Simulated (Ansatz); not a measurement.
Input and command of a plane-wave DFT calculation in Ansatz:

```yaml
crystal:
  lattice:
    - [3.560232814, 0.0, 0.0]
    - [-1.780116407, 3.0832520603, 0.0]
    - [0.0, 0.0, 17.52405782]
  atoms:
    - { symbol: Te, position: [0.3333333333, 0.6666666667, 0.89785545] }
    - { symbol: Te, position: [0.3333333333, 0.6666666667, 0.10214455] }
    - { symbol: Mo, position: [0.0, 0.0, 0.0028532204] }
basis:
  ecutwfc: 420
kpoints:
  mp_grid: { grid: [12, 12, 2] }
hamiltonian:
  xc: lda
scf:
  occupations: { method: gaussian, width: 0.05 }
output:
  forces: true
  stress: true
  eigenvalues: true
```

```bash
ansatz run input.yaml --threads 1 --pin off --max-ram 2560MiB --backend cpu --events-out ev --progress --plain --runs-dir out
```

Processor: AMD EPYC 7R43 64-Core Processor (Zen 3), 1 thread, on a host shared with other jobs.

Q: How long does it run, and how much memory does it take?

A: About 15 s on 1 thread of AMD EPYC 7R43 64-Core Processor (Zen 3) (shared host), peak memory 0.5 GiB. It solves 28 bands at 38 k points (the mesh reduced by the symmetry that the task leaves, which can be less than the crystal's) with about 3701 plane waves, in 8 SCF iterations.
